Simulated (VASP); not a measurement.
## CuI: band structure with PBE

CuI:

```
Cu I
1.0
     0.00000    3.04092    3.04092
     3.04092    0.00000    3.04092
     3.04092    3.04092    0.00000
Cu I
1 1
Direct
  0.25000 0.25000 0.25000
  0.00000 0.00000 0.00000
```

* Program: VASP 6.6.1
* Task: band structure
* Functional: PBE
* Potentials or basis: VASP PAW PBE potentials, release 64 (Cu, I)
* Cutoff: 520 eV
* k mesh: 6 × 6 × 6
* Occupations: gaussian, width 0.03 eV
* Spin: collinear spin, ferromagnetic start
* Starting moments: [1.0, 0.0] μB
* Grid for exact exchange (PRECFOCK): Fast
* Further INCAR settings: ALGO = Normal; EDIFF = 1e-06; NBANDS = 20; AMIX = 0.2; BMIX = 0.0001

```yaml
Pressure: -0.1 GPa
Band_gap_on_the_k_mesh: 1.12 eV, direct
Band_gap_along_the_path: 1.12 eV, direct
Net_moment: 0.00 μB per cell
Valence_electrons_inside_the_program's_atomic_spheres: Cu 9.91; I 4.30
```

Levels at points of the mesh, in eV from the valence-band top:
Spin up:
```tsv
k point	band 6	band 7	band 8	band 9	band 10	band 11	band 12	band 13
(0.00, 0.00, 0.00)	-1.81	0.00	0.00	0.00	1.12	4.88	4.88	4.88
(0.50, 0.00, 0.00)	-1.79	-1.74	-0.69	-0.69	2.15	5.41	5.41	7.39
(0.50, 0.50, 0.00)	-1.76	-1.73	-1.46	-1.46	2.74	2.91	9.13	9.71
```
Spin down:
```
           k point  band 7  band 8  band 9  band 10  band 11  band 12
(0.00, 0.00, 0.00)    0.00    0.00    0.00     1.12     4.88     4.88
(0.50, 0.00, 0.00)   -1.74   -0.69   -0.69     2.15     5.41     5.41
(0.50, 0.50, 0.00)   -1.73   -1.46   -1.46     2.74     2.91     9.13
```

Run time: 15 s on 2 MPI ranks on Intel(R) Xeon(R) 6975P-C (Granite Rapids), on a shared host, peak memory 0.21 GiB a rank.

Caveat: spin-orbit coupling is left out, which moves the levels of the heavy elements. As with any semilocal functional, this PBE gap is likely too small.
